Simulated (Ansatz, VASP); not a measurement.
## One calculation of Ag, two programs

The input INCAR:

```
SYSTEM = Ag
PREC = Accurate ; ENCUT = 520
EDIFF = 1E-6 ; ISMEAR = -1
SIGMA = 0.05 ; LREAL = .False.
LASPH = .True. ; NELM = 60
ALGO = Normal ; ISIF = 2
LWAVE = .False. ; LCHARG = .False.
GGA = PE ; NBANDS = 42
```

The input KPOINTS:

```
Automatic mesh
0
Gamma
  10 10 1
  0 0 0
```

Contents of POSCAR:

```
Ag
1.0
    2.9460943265      0.0000000000      0.0000000000
   -1.4730471633      2.5513925288      0.0000000000
    0.0000000000      0.0000000000     27.0052091601
Ag
6
Direct
    0.0000000000      0.0000000000      0.2777241959
    0.6666666667      0.3333333333      0.3666062915
    0.3333333334      0.6666666667      0.4554883870
    0.6666666667      0.3333333333      0.5445116130
    0.3333333334      0.6666666667      0.6333937085
    0.0000000000      0.0000000000      0.7222758041
```

Contents of input.yaml:

```yaml
crystal:
  lattice:
    - [2.9460943265, 0.0, 0.0]
    - [-1.4730471633, 2.5513925288, 0.0]
    - [0.0, 0.0, 27.0052091601]
  atoms:
    - { symbol: Ag, position: [0.0, 0.0, 0.2777241959] }
    - { symbol: Ag, position: [0.6666666667, 0.3333333333, 0.3666062915] }
    - { symbol: Ag, position: [0.3333333334, 0.6666666667, 0.455488387] }
    - { symbol: Ag, position: [0.6666666667, 0.3333333333, 0.544511613] }
    - { symbol: Ag, position: [0.3333333334, 0.6666666667, 0.6333937085] }
    - { symbol: Ag, position: [0.0, 0.0, 0.7222758041] }
hamiltonian:
  xc: pbe
  pseudopotentials: { kind: paw }
kpoints:
  mp_grid: { grid: [10, 10, 1] }
scf:
  occupations: { method: fermi_dirac, width: 0.05 }
output:
  forces: true
  eigenvalues: true
  write_density: true
  write_potential: true
  elf: true
  volumetric_format: npy
```

The slab is cut from a database's or a generator's crystal, which needn't be the stable form of the element.

Alike in both runs: functional PBE; k mesh 10 × 10 × 1; occupations fermi-dirac, width 0.05 eV; no spin polarisation.

|  | VASP | Ansatz |
| --- | --- | --- |
| version | VASP 6.6.1 | Ansatz 0.2.0 |
| potentials or method | VASP PAW PBE potentials, release 64 (Ag) | Ansatz PAW |
| plane-wave cutoff (eV) | 520 | 420 |
| valence electrons in the cell | 66 | 114 |
| task | single point | electrostatic potential |

|  | VASP | Ansatz | Ansatz less VASP |
| --- | --- | --- | --- |
| gap on the k mesh at the Fermi level (eV) | none | none | - |
| rms of the force components (eV/Å) | 0.031 | 0.031 | -0.0004 |

Atom by atom the forces differ by 0.001 eV/Å (rms over components). A gap of «none» marks a metal or a gap that the smearing closes. The two sets of potentials don't hold the same shells in valence.
